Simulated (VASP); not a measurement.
Crystal: AlP.

```
Al P
1.0
     0.00000    2.72550    2.72550
     2.72550    0.00000    2.72550
     2.72550    2.72550    0.00000
Al P
1 1
Direct
  0.00000 0.00000 0.00000
  0.25000 0.25000 0.25000
```

| Item | Value |
| --- | --- |
| Program | VASP 6.6.1 |
| Task | relaxation of cell and atoms |
| Functional | PBE |
| Potentials or basis | VASP PAW PBE potentials, release 64 (Al, P) |
| Cutoff | 300 eV |
| k mesh | 4 × 4 × 4 |
| Occupations | gaussian, width 0.03 eV |
| Spin | no spin polarisation |

At the start: pressure 3.0 GPa; volume 20.25 Å³/atom.

Problem. Where does the relaxation end?

Solution. Over 3 steps the energy falls by 6.1 meV/atom and the volume is 20.92 Å³/atom (+3.4 %); space group F-43m (No. 216, to 0.05 Å).

Step by step:
| step | energy change (eV) | largest force (eV/Å) | pressure (GPa) | volume (Å³) |
| --- | --- | --- | --- | --- |
| 1 | 0.0000 | 0.0000 | 2.96 | 40.49 |
| 2 | -0.0076 | 0.0000 | -1.66 | 42.72 |
| 3 | -0.0122 | 0.0000 | 0.00 | 41.85 |

Final structure:
```cif
data_structure
_symmetry_space_group_name_H-M 'P 1'
_symmetry_Int_Tables_number 1
_cell_length_a 3.8970
_cell_length_b 3.8970
_cell_length_c 3.8970
_cell_angle_alpha 60.000
_cell_angle_beta 60.000
_cell_angle_gamma 60.000
_cell_volume 41.85
loop_
_atom_site_label
_atom_site_type_symbol
_atom_site_fract_x
_atom_site_fract_y
_atom_site_fract_z
_atom_site_occupancy
Al1 Al 0.00000 0.00000 0.00000 1
P1 P 0.25000 0.25000 0.25000 1
```

Caveat: the k mesh is coarse (spacing up to 0.50 Å⁻¹), so the values aren't converged; the cutoff is under 1.25 times the usual one of these potentials, so pressure, stress and relaxed cells hold a basis-set (Pulay) error.
